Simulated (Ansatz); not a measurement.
AgBr, DFT, LDA, all-electron LAPW, scalar-relativistic (Ansatz 0.2.0), run on 1 thread of Arm Neoverse V2 on a shared host.

The geometry is COD entry 9011682, unchecked; take it as a test cell. The listed cell was then made from it by scaling, straining or moving an atom.

Command: `ansatz run input.yaml --threads 1 --pin off --max-ram 3072MiB --backend cpu --events-out ev --progress --plain --runs-dir out`

```yaml
crystal:
  lattice:
    - [0.0, 2.9051634709, 2.9051634709]
    - [2.9051634709, 0.0, 2.9051634709]
    - [2.9051634709, 2.9051634709, 0.0]
  atoms:
    - { symbol: Ag, position: [0.5, 0.5, 0.5] }
    - { symbol: Br, position: [0.0, 0.0, 0.0] }
kpoints:
  mp_grid: { grid: [7, 7, 7] }
scf:
  occupations: { method: fermi_dirac, width: 0.03 }
hamiltonian:
  xc: lda
  pseudopotentials: { kind: all_electron, lapw: { basis_error: 0.0005 } }
output:
  forces: true
  stress: true
  eigenvalues: true
```

How large is the problem that the program sets up?

20 irreducible k-points, 339 plane waves at Γ, 27 bands.

About how long does it take, and how much memory does it use?

5.1 s of wall time for 7 SCF iterations, with a peak of 0.27 GiB. Times on shared machines scatter by tens of per cent.

And the same cell and mesh by all-electron PAW (datasets made for this crystal), asked for forces, stress, eigenvalues, efg, on the same hardware?

3 s, peak memory 0.41 GiB.
